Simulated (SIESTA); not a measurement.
Crystal: ZnS.

```
Zn S
1.0
     0.00000    2.70200    2.70200
     2.70200    0.00000    2.70200
     2.70200    2.70200    0.00000
Zn S
1 1
Direct
  0.75000 0.75000 0.75000
  0.00000 0.00000 0.00000
```

Base run:

```yaml
Program: SIESTA 5.4.2
Functional: vdW-DF-cx
Potentials_or_basis: PseudoDojo 0.4 standard (PBE files)
Basis: DZP (energy shift 0.003 Ry; two zetas on semicore shells)
Grid_cutoff: 800 Ry
Energy_shift: 0.003 Ry
k_mesh: 9 × 9 × 9
Occupations: fermi-dirac, width 0.05 eV
Spin: no spin polarisation
```

Its results: band gap on the k mesh 2.39 eV, direct; pressure 0.3 GPa.

**Question.** After a change of settings the same cell gave: band gap on the k mesh 2.48 eV, direct; pressure 6.1 GPa. Which change was it?
A. functional from vdW-DF-cx to AM05; potentials or basis from PseudoDojo 0.4 standard (PBE files) to PseudoDojo 0.4 standard (PBEsol files)
B. functional from vdW-DF-cx to PBE; potentials or basis from PseudoDojo 0.4 standard (PBE files) to SG15 1.2 (PBE files) or PseudoDojo by element
C. basis from DZP (energy shift 0.003 Ry; two zetas on semicore shells) to DZP (energy shift 0.002 Ry); energy shift from 0.003 Ry to 0.002 Ry
D. functional from vdW-DF-cx to BLYP

**Answer.** D.

Caveats: short orbitals over semicore shells can move pressures by several GPa; the valence orbitals were made in a potential fitted to the semicore shell under them, which widens gaps by tenths of an eV or more; the potentials were made for another functional, which shifts forces and pressure; the basis of atomic orbitals isn't converged, which shifts pressures, moduli and gaps; an odd mesh through Γ misses points on the zone boundary, where band edges often lie (some runs).

Not every run made on this cell is shown here.
